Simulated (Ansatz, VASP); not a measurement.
Given: the input of a run of Ansatz 0.2.0 on TePb. 

The input input.yaml:

```yaml
crystal:
  lattice:
    - [0.0, 3.231, 3.231]
    - [3.231, 0.0, 3.231]
    - [3.231, 3.231, 0.0]
  atoms:
    - { symbol: Pb, position: [0.0, 0.0, 0.0] }
    - { symbol: Te, position: [0.5, 0.5, 0.5] }
hamiltonian:
  xc: revpbe
  pseudopotentials: { kind: paw }
  dispersion: d4
kpoints:
  mp_grid: { grid: [7, 7, 7] }
scf:
  occupations: { method: fermi_dirac, width: 0.05 }
output:
  forces: true
  stress: true
  eigenvalues: true
relax:
  f_tol: 0.01
  max_steps: 40
  cell: { stress_tol: 0.05 }
```

Potentials or basis: Ansatz PAW.

Command:

```console
$ ansatz run input.yaml --threads 2 --pin off --max-ram 5632MiB --backend cpu --events-out ev --progress --plain --runs-dir out
```

Problem. What does the same run look like in VASP 6.6.1? Potentials or basis there: PBE PAW files Pb_d, Te, 600 eV.

Solution. As run (cutoffs and basis follow the program's own potentials, and thresholds, step limits or extra output files can differ):

File INCAR:

```
PREC = Accurate
ENCUT = 600
EDIFF = 1E-6
ISMEAR = -1
SIGMA = 0.05
LREAL = False
LASPH = True
NELM = 80
ALGO = Normal
ISIF = 3
LWAVE = False
LCHARG = False
GGA = RE
IVDW = 13
IBRION = 2
NSW = 40
EDIFFG = -0.01
```

Contents of KPOINTS:

```
Automatic mesh
0
Gamma
  7 7 7
```

POSCAR

```
TePb
1.0
    0.0000000000      3.2310000000      3.2310000000
    3.2310000000      0.0000000000      3.2310000000
    3.2310000000      3.2310000000      0.0000000000
Pb Te
1 1
Direct
    0.0000000000      0.0000000000      0.0000000000
    0.5000000000      0.5000000000      0.5000000000
```

Potentials or basis: VASP PAW PBE potentials, release 64 (Pb_d, Te).

Run with:

```console
$ cat potpaw_PBE.64/Pb_d/POTCAR potpaw_PBE.64/Te/POTCAR > POTCAR
$ mpirun -np 1 vasp_std > vasp.out
```

Both were run:

|  | Ansatz | VASP |
| --- | --- | --- |
| Relaxed volume | 33.92 Å³/atom | 33.88 Å³/atom |
| Relaxed cell | a = 4.578 Å, b = 4.578 Å, c = 4.578 Å, α = 60.00°, β = 60.00°, γ = 60.00° | a = 4.576 Å, b = 4.576 Å, c = 4.576 Å, α = 60.00°, β = 60.00°, γ = 60.00° |
| Space group after relaxing | Fm-3m (No. 225) | Fm-3m (No. 225) |
| Pressure after relaxing | 0.0 GPa | 0.0 GPa |

Ansatz's pressure holds a Pulay term of +0.02 GPa for its cutoff of 420 eV, which the other run lacks.

The potentials hold 30 and 20 valence electrons a cell.

Ansatz's potentials were made for PBE. VASP's potentials were made for PBE.

Where Ansatz's input types no cutoff or centring, it takes its own default and a Γ-centred mesh.

Pressure is positive in compression.
